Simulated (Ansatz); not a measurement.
# B (fcc type): how the settings move a single-point run

How sensitive is a single-point run of B (fcc type) to its settings? A reference run comes first, then two runs with altered input.

Computed with Ansatz 0.2.0 (reference: DFT, PBE, all-electron LAPW, scalar-relativistic, unless a step's input says otherwise).

### Step 1. The system as given

Symmetry: Fm-3m, No. 225, cubic system. The conventional cell has a = 2.305 Å, b = 2.305 Å, c = 2.305 Å, α = 90.00°, β = 90.00°, γ = 90.00°. B (site symmetry m-3m) has 12 B at 1.63 Å as nearest neighbours.

As a file:

```cif
data_structure
_symmetry_space_group_name_H-M 'P 1'
_symmetry_Int_Tables_number 1
_cell_length_a 1.6297
_cell_length_b 1.6297
_cell_length_c 1.6297
_cell_angle_alpha 60.000
_cell_angle_beta 60.000
_cell_angle_gamma 60.000
_cell_volume 3.06
loop_
_atom_site_label
_atom_site_type_symbol
_atom_site_fract_x
_atom_site_fract_y
_atom_site_fract_z
_atom_site_occupancy
B1 B 0.00000 0.00000 0.00000 1
```

### Step 2. Reference

File input.yaml:

```yaml
crystal:
  lattice:
    - [0.0, 1.1523929726, 1.1523929726]
    - [1.1523929726, 0.0, 1.1523929726]
    - [1.1523929726, 1.1523929726, 0.0]
  atoms:
    - { symbol: B, position: [0.0, 0.0, 0.0] }
kpoints:
  mp_grid: { grid: [24, 24, 24] }
scf:
  occupations: { method: fermi_dirac, width: 0.05 }
hamiltonian:
  xc: pbe
  pseudopotentials: { kind: all_electron, lapw: { basis_error: 0.001 } }
output:
  forces: true
  stress: true
  eigenvalues: true
  populations: true
```

Started as:

```console
> ansatz run input.yaml --threads 1 --pin off --max-ram 2048MiB --backend cpu --events-out ev --progress --plain --runs-dir out
```

### Step 3. Changed: occupations.method methfessel_paxton, occupations.width 0.1

Edit input.yaml of step 2 so:

```diff
@@ -10,3 +10,3 @@
 scf:
-  occupations: { method: fermi_dirac, width: 0.05 }
+  occupations: { method: methfessel_paxton, width: 0.1 }
 hamiltonian:
```

### Step 4. Changing settings: mp_grid.shift [0.5, 0.5, 0.5], xc pbesol

Edit input.yaml of step 2 so:

```diff
@@ -8,3 +8,3 @@
 kpoints:
-  mp_grid: { grid: [24, 24, 24] }
+  mp_grid: { grid: [24, 24, 24], shift: [0.5, 0.5, 0.5] }
 scf:
@@ -12,3 +12,3 @@
 hamiltonian:
-  xc: pbe
+  xc: pbesol
   pseudopotentials: { kind: all_electron, lapw: { basis_error: 0.001 } }
```

What does the calculation give? Wanted: for each run, ending; energy change; pressure; gap; force.

As calculated:

```
                                                           run     ending       energy change  pressure (GPa)  gap (eV)  force (eV/Å)  cycles   time
                                                     reference  converged                   0           566.4      0.00          0.00       4  8.4 s
1: occupations.method methfessel_paxton, occupations.width 0.1  converged  0.0 meV/atom (σ→0)           566.3      0.00          0.00       4  7.9 s
                   2: mp_grid.shift [0.5, 0.5, 0.5], xc pbesol  converged      not comparable           556.9      0.00          0.00       4   26 s
```

Residual by cycle in the longest SCF loop of each run; runs are numbered as in the table. The quantity is the density residual dr2, in eV.

```
cycle  reference   run 1   run 2
    1     0.0438  0.0439  0.0448
    2     0.0101  0.0101  0.0101
    3     1.4e-6  1.3e-6  5.2e-7
    4    9.2e-10  1.1e-9  1.2e-9
```

What this shows: «occupations.method methfessel_paxton, occupations.width 0.1» leaves the energy as it was. The pressure spans 556.9 to 566.4 GPa over the reference and the converged variants. Of the variants the dearest is «mp_grid.shift [0.5, 0.5, 0.5], xc pbesol» (26 s), the cheapest «occupations.method methfessel_paxton, occupations.width 0.1» (7.9 s), on a shared host. The structure is not at rest: the sound run finds 566 GPa, so these are no properties of the relaxed crystal. 
